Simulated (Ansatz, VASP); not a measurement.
Two plane-wave programs on C

```
C
1.0
     2.45588    0.00000    0.00000
    -1.22794    2.12686    0.00000
     0.00000    0.00000    7.05227
C
4
Direct
  0.00000 0.00000 0.75000
  0.00000 0.00000 0.25000
  0.33333 0.66667 0.75000
  0.66667 0.33333 0.25000
```

Alike in both runs: functional r2SCAN; k mesh 21 × 21 × 6; occupations gaussian, width 0.1 eV; no spin polarisation.

Ansatz relaxed the structure, and its values are those at the end. VASP's run is a single point on that final structure, the one shown.

|  | VASP | Ansatz |
| --- | --- | --- |
| version | VASP 6.6.1 | Ansatz 0.2.0 |
| potentials or method | VASP PAW PBE potentials, release 64 (C) | scalar-relativistic, plane waves, PAW |
| plane-wave cutoff (eV) | 520 | 500 |
| valence electrons in the cell | 16 | 16 |

|  | VASP | Ansatz | Ansatz less VASP |
| --- | --- | --- | --- |
| gap on the k mesh at the Fermi level (eV) | none | none | - |
| pressure (GPa) | 0.6 | 0.0 | -0.64 |

A gap of «none» marks a metal or a gap that the smearing closes.

Caveats: the PAW data sets were made with another functional, which shifts forces and pressure a little (VASP).
